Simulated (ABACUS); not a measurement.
**W: equation of state with PBE**

The system is W.

```
W
1.0
     0.00000    2.03000    2.03000
     2.03000    0.00000    2.03000
     2.03000    2.03000    0.00000
W
1
Direct
  0.00000 0.00000 0.00000
```

This isn't the form of W at room conditions, which is bcc.

| Item | Value |
| --- | --- |
| Program | ABACUS 3.10.1 |
| Task | equation of state |
| Functional | PBE |
| Potentials or basis | PseudoDojo NC SR 0.4.1 PBE standard |
| Cutoff | 1361 eV |
| Density cutoff | 5442 eV |
| Basis | TZDP LCAO (the cutoffs set its grid) |
| k mesh | 11 × 11 × 11 |
| Occupations | fermi-dirac, width 0.05 eV |
| Spin | no spin polarisation |

| Item | Value |
| --- | --- |
| Equilibrium volume | 16.49 Å³/atom |
| Bulk modulus | 296 GPa |
| Pressure derivative of the bulk modulus | 4.5 |

Energy against volume, from the lowest point:
| volume (Å³/atom) | energy (meV/atom) |
| --- | --- |
| 15.727 | 35.11 |
| 16.062 | 10.31 |
| 16.396 | 0.00 |
| 16.731 | 2.73 |
| 17.065 | 16.91 |
| 17.400 | 41.57 |
| 17.735 | 75.50 |

All runs of the series together: 35 s on 4 threads of AMD EPYC 7B13 (Zen 3), on a shared host.

Caveat: the atomic orbitals were generated for these runs and aren't a published set; the basis of atomic orbitals isn't converged, which shifts pressures, moduli and gaps. The run has no spin-orbit coupling, so splittings on W are missing.
